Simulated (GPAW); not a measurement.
# C (R-3m) in GPAW: band structure with LDA

Aim: the band structure of C with LDA.

All numbers are computed with GPAW 26.7.0; they aren't measurements. Logs are shortened: lines on timing, memory, paths and dates and some standing lists are left out, and cuts for length are marked. The log counts tension as positive stress, the text compression.

### 1 The structure

It takes space group R-3m (No. 166, trigonal). The conventional cell has a = 2.466 Å, b = 2.466 Å, c = 24.848 Å, α = 90.00°, β = 90.00°, γ = 120.00°. C (site symmetry 3m) is surrounded by 3 C at 1.42 Å. Around C (site symmetry 3m) lie 3 C at 1.42 Å.

This isn't the form of C at room conditions, which is graphite.

### 2 Band structure, LDA

run.py reads:

```python
from ase import Atoms
from ase.dft.bandgap import bandgap
from ase.io import write
from ase.units import GPa
from gpaw import GPAW, PW

atoms = Atoms(['C', 'C', 'C', 'C'],
              cell=[[1.2331880975, 0.7119814801, 8.2826151019],
                    [-1.2331880975, 0.7119814801, 8.2826151019],
                    [0.0, -1.4239629601, 8.2826151019]],
              scaled_positions=[[0.08717308, 0.08717308, 0.08717308],
                                [0.75385006, 0.75385006, 0.75385006],
                                [0.24614994, 0.24614994, 0.24614994],
                                [0.91282692, 0.91282692, 0.91282692]],
              pbc=True)

calc = GPAW(mode=PW(800),
            xc='LDA',
            kpts={'size': (8, 8, 8), 'gamma': True},
            occupations={'name': 'fermi-dirac', 'width': 0.05},
            nbands=18,
            convergence={'density': 1e-05, 'energy': 1e-05},
            maxiter=150,
            txt='gpaw.txt')
atoms.calc = calc
energy = atoms.get_potential_energy()
forces = atoms.get_forces()
stress = atoms.get_stress()
calc.write('gs.gpw')
write('result.traj', atoms)
print(f'Energy: {energy:.6f} eV')
print('Forces (eV/A):')
print(forces.round(4))
print('Stress (GPa):', (stress / GPa).round(3))
print('Fermi level:', round(calc.get_fermi_level(), 4), 'eV')
print(f'Gap: {bandgap(calc)[0]:.4f} eV, direct: {bandgap(calc, direct=True)[0]:.4f} eV')

path = atoms.cell.bandpath('GLB1,BZGX,QFP1Z,LP', npoints=100, eps=1e-4)
bs_calc = calc.fixed_density(kpts=path, symmetry='off', nbands=29,
                             convergence={'bands': 'CBM+6.0', 'eigenstates': 1e-6}, txt='bands.txt')
bs = bs_calc.band_structure()
bs.write('bs.json')
print(f'Gap on the path: {bandgap(bs_calc)[0]:.4f} eV')
```

Potentials or basis: the program's PAW data sets (release 1.2.1) made for this functional, pw.

Run with:

```console
OMP_NUM_THREADS=1 python run.py
```

gpaw.txt:

```text
__  _  _
 | _ |_)|_||  |
 |__||  | ||/\| - 26.7.0

Input parameters:
  mode=PW(ecut=800.0),
  convergence={'density': 1e-05, 'energy': 1e-05},
  kpts=MonkhorstPack(size=(8, 8, 8), gamma=True),
  maxiter=150,
  nbands=18,
  occupations=Occupations(name='fermi-dirac', width=0.05),
  xc=XC(name='LDA')

Diagonalizing LCAO Hamiltonian
Converting LCAO to pw mode

       C

       C

       C

       C

Atoms  # Å, Bohr magnetons
|   | symbol |         x |        y |         z |    initial magnetic moments |
|---|--------|-----------|----------|-----------|-----------------------------|
| 0 |      C | -0.000000 | 0.000000 |  2.166063 | ( 0.0000,  0.0000,  0.0000) |
| 1 |      C | -0.000000 | 0.000000 | 18.731550 | ( 0.0000,  0.0000,  0.0000) |
| 2 |      C | -0.000000 | 0.000000 |  6.116296 | ( 0.0000,  0.0000,  0.0000) |
| 3 |      C | -0.000000 | 0.000000 | 22.681782 | ( 0.0000,  0.0000,  0.0000) |

Unit cell  # Å
| periodic |         x |         y |        z |  lengths |    angles |
|----------|-----------|-----------|----------|----------|-----------|
|      yes |  1.233188 |  0.711981 | 8.282615 | 8.404129 | 16.875638 |
|      yes | -1.233188 |  0.711981 | 8.282615 | 8.404129 | 16.875638 |
|      yes |  0.000000 | -1.423963 | 8.282615 | 8.404129 | 16.875638 |

Number of symmetries: 12
Symmetry operations  # r_c * U_cc + t_c -> r_c
|    | kind |            matrix            |
|----|------|------------------------------|
|  0 |  E   |  1, 0, 0,  0, 1, 0,  0, 0, 1 |
|  1 |  σ   |  1, 0, 0,  0, 0, 1,  0, 1, 0 |
|  2 |  σ   |  0, 1, 0,  1, 0, 0,  0, 0, 1 |
|  3 |  C3  |  0, 1, 0,  0, 0, 1,  1, 0, 0 |
|  4 |  C3  |  0, 0, 1,  1, 0, 0,  0, 1, 0 |
|  5 |  σ   |  0, 0, 1,  0, 1, 0,  1, 0, 0 |
|  6 |  C2  |  0, 0,-1,  0,-1, 0, -1, 0, 0 |
|  7 |  S6  |  0, 0,-1, -1, 0, 0,  0,-1, 0 |
|  8 |  S6  |  0,-1, 0,  0, 0,-1, -1, 0, 0 |
|  9 |  C2  |  0,-1, 0, -1, 0, 0,  0, 0,-1 |
| 10 |  C2  | -1, 0, 0,  0, 0,-1,  0,-1, 0 |
| 11 |  i   | -1, 0, 0,  0,-1, 0,  0, 0,-1 |

BZ-sampling:
  Number of BZ points: 512
  Number of IBZ points: 65

  Monkhorst-Pack size: [8, 8, 8]
  Monkhorst-Pack shift: [0.0625, 0.0625, 0.0625]

K-points  # in reciprocal-cell coordinates
|     |                                coordinates |     weight |
|-----|--------------------------------------------|------------|
|   0 | (  0.00000000,   0.00000000,   0.00000000) | 0.00195312 |
|   1 | (  0.12500000,   0.00000000,  -0.12500000) | 0.01171875 |
|   2 | (  0.12500000,   0.00000000,   0.00000000) | 0.01171875 |
|   3 | (  0.12500000,   0.12500000,  -0.12500000) | 0.01171875 |
|   4 | (  0.12500000,   0.12500000,   0.00000000) | 0.01171875 |
|   5 | (  0.12500000,   0.12500000,   0.12500000) | 0.00390625 |
|   6 | (  0.25000000,  -0.12500000,  -0.12500000) | 0.01171875 |
|   7 | (  0.25000000,   0.00000000,  -0.25000000) | 0.01171875 |
|   8 | (  0.25000000,   0.00000000,  -0.12500000) | 0.02343750 |
|   9 | (  0.25000000,   0.00000000,   0.00000000) | 0.01171875 |
| ... |                                            |            |
|  64 | (  0.50000000,   0.50000000,   0.50000000) | 0.00195312 |

Plane wave coefficients: 2259
Cutoff: 800.0 eV

Spin-components: 1 (collinear spins)
Bands:           18
Projectors:      20
Spin-degeneracy: 2
Datatype:        complex128

Parallelization:
  kpt:    1
  domain: 1
  band:   1

Density:
  Valence electrons: 16.0
  Components: 1
  Grid points: [56 56 56]
  Charge: 0.0  # |e|

Potential:
  Grid points: [56 56 56]

species:
  C:
    name:    Carbon
    Z:       6.0
    valence: 4
    core:    2
    charge:  0.0  # [|e|]
    compensation charges:
      type: gauss
      rc: 0.20  # [Å]
      lmax: 2
    cutoffs:
      filter: 1.14  # [Å]
      core: 1.14  # [Å]
    projectors
    | kind |    occ | energy [eV] | rcut [Å] |
    |------|--------|-------------|----------|
    |   2s |  2.000 |     -13.639 |    0.635 |
    |   2p |  2.000 |      -5.414 |    0.635 |
    |    s |        |      13.573 |    0.635 |
    |    p |        |      21.797 |    0.635 |
    |    d |        |       0.000 |    0.635 |

    Using partial waves for C as LCAO basis

Reference energy: -4075.210151  # eV

eigensolver:
  PPCG
  Converge bands: occupied
  niter=2

density mixing:
  MSR1-Mixer
  Pratt-step length: 0.05
  Maximum mixing coefficient: 0.75
  Old densities: 10
  SVD Regularization: 0.005
  Good broyden scale: 1.0
  Trust region scale: 1.0
  Backstep threshold: 4.0
  History deletion threshold: 6.0
  Fourier metric: weight=20.0, sigma=0.015

occupation numbers:
  Fermi-Dirac:
    width: 0.0500  # eV

poisson solver:
  ecut: 6400.0  # eV

xc functional:
  name: None

convergence criteria:
- Maximum integral of absolute [dens]ity change: 1e-05 electrons / valence electron
- Maximum [total energy] change in last 3 cyles: 1e-05 eV / valence electron
- Maximum integral of absolute [eigenst]ate change: 4e-08 eV^2 / valence electron
maximum number of iterations: 150

SCF iterations
|iter     | |      energy | eigst |  dens |
|---------|-|-------------|-------|-------|
|iter:   1| |  -42.757414 | +0.67 |       |
|iter:   2| |  -42.459161 | -1.33 | -0.74 |
|iter:   3| |  -40.440629 | -0.80 | -0.77 |
|iter:   4| |  -40.448768 | -2.65 | -1.61 |
|iter:   5| |  -40.451084 | -3.80 | -1.96 |
|iter:   6| |  -40.451090 | -5.71 | -3.23 |
|iter:   7| |  -40.451091c| -6.52 | -3.60 |
|iter:   8| |  -40.451091c| -7.34 | -3.94 |
|iter:   9| |  -40.451091c| -8.13c| -5.07c|

Converged in 9 steps
Energy contributions relative to reference atoms: (reference = -4075.210151)

Energy contributions:
  Kinetic:          35.451678
  Coulomb:         -36.576911
  Zero:              0.086173
  External:          0.000000
  Xc:              -39.412030
  Entropy:          -0.000000
  Spinorbit:         0.000000
  ----------------------------
  Free energy:     -40.451091
  Extrapolated:    -40.451091

dipole moment: (0.000000, 0.000000, 0.000024)  # |e|*Ang

Fermi level: 3.891
Eigenvalues  # (at kpt = [0.000, 0.000, 0.000])
| band index |      eig [eV] | occ [0-2] |
|------------|---------------|-----------|
|          0 |       -15.398 |     2.000 |
|          1 |       -15.340 |     2.000 |
|          2 |        -4.027 |     2.000 |
|          3 |        -3.375 |     2.000 |
|          4 |         0.891 |     2.000 |
|          5 |         0.891 |     2.000 |
[... 8 lines left out ...]
|         14 |        14.722 |     0.000 |
|         15 |        15.228 |     0.000 |
|        ... |               |           |
|         17 |        16.671 |     0.000 |

Gap: 1.666 eV
Transition (v -> c):
  (s=0, k=45, n=7, [0.50, 0.12, -0.12]) -> (s=0, k=45, n=8, [0.50, 0.12, -0.12])
No difference between direct/indirect transitions

Forces  # eV/Ang
|        x |        y |        z |
|----------|----------|----------|
| -0.00000 |  0.00000 |  0.00478 |  # C    0
|  0.00000 | -0.00000 | -0.00382 |  # C    1
| -0.00000 |  0.00000 |  0.00382 |  # C    2
|  0.00000 | -0.00000 | -0.00478 |  # C    3

Stress tensor  # eV/Ang^3
|         x |         y |         z |
|-----------|-----------|-----------|
|  0.054897 | -0.000000 |  0.000000 |
| -0.000000 |  0.054897 | -0.000000 |
|  0.000000 | -0.000000 |  0.007940 |

# Writing to gs.gpw (mode='')
```

Wall time 7.1 min (1 thread of AMD EPYC 7R43 (Zen 3), shared host); peak memory 0.68 GiB.

What came out:

* Free energy: -40.4511 eV
* Pressure: -6.3 GPa
* Largest force: 0.005 eV/Å
* Band gap along the path: 0.07 eV, direct

Forces on the atoms (eV/Å):
```
C    0.000  0.000  0.005
C    0.000  0.000 -0.004
C    0.000  0.000  0.004
C    0.000  0.000 -0.005
```

Levels at the corners of the path, in eV from the valence-band top:
```csv
point,band 6,band 7,band 8,band 9,band 10,band 11
Γ,-2.97,-2.97,-2.97,2.86,6.46,8.32
L,-6.34,-2.45,-2.12,1.45,1.94,7.49
B1,-10.50,-0.16,0.00,0.07,0.36,9.69
B,-10.50,-0.16,0.00,0.07,0.36,9.69
Z,-2.97,-2.97,-2.97,4.07,4.45,8.32
Γ,-2.97,-2.97,-2.97,2.86,6.46,8.32
X,-10.51,-0.10,-0.02,0.10,0.29,9.69
Q,-10.51,-0.10,-0.02,0.10,0.29,9.69
F,-6.34,-2.39,-2.19,1.54,1.83,7.46
P1,-6.34,-2.41,-2.18,1.52,1.88,7.47
Z,-2.97,-2.97,-2.97,4.07,4.45,8.32
L,-6.34,-2.45,-2.12,1.45,1.94,7.49
P,-6.34,-2.41,-2.18,1.52,1.88,7.47
```

Caveat: the program warned that so skewed a cell can give wrong results.
